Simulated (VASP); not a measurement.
Input of a VASP 6.6.1 run:

The input INCAR:

```
SYSTEM = Ba
ALGO = Fast
EDIFF = 1E-7
ENCUT = 520
GGA = PE
ISIF = 2
ISMEAR = 0
LASPH = .TRUE.
LCHARG = .FALSE.
LREAL = .FALSE.
LWAVE = .FALSE.
NBANDS = 17
NELM = 100
PREC = Accurate
SIGMA = 0.1
```

KPOINTS

```
k-points
0
G
  12 12 6
  0 0 0
```

File POSCAR:

```
Ba
1.0
    4.6208003043      0.0000000000      0.0000000000
   -2.3104001522      4.0017304493      0.0000000000
    0.0000000000      0.0000000000      7.1093544923
Ba
2
Direct
    0.3333333333      0.6666666667      0.2500000000
    0.6666666667      0.3333333333      0.7500000000
```

Potentials or basis: VASP PAW PBE potentials, release 64 (Ba_sv).

Command:

```console
$ cat potpaw_PBE.64/Ba_sv/POTCAR > POTCAR
$ mpirun -np 1 vasp_std > vasp.out
```

Q: Predict the band gap on the k mesh.

A: None (metal or under the smearing width).

Q: Predict the pressure.

A: -0.2 GPa.

Stress tensor (GPa, compression positive):
```
-0.61  0.00  0.00
 0.00 -0.61  0.00
 0.00  0.00  0.49
```

Spin-orbit coupling is left out, which matters for the levels of Ba.
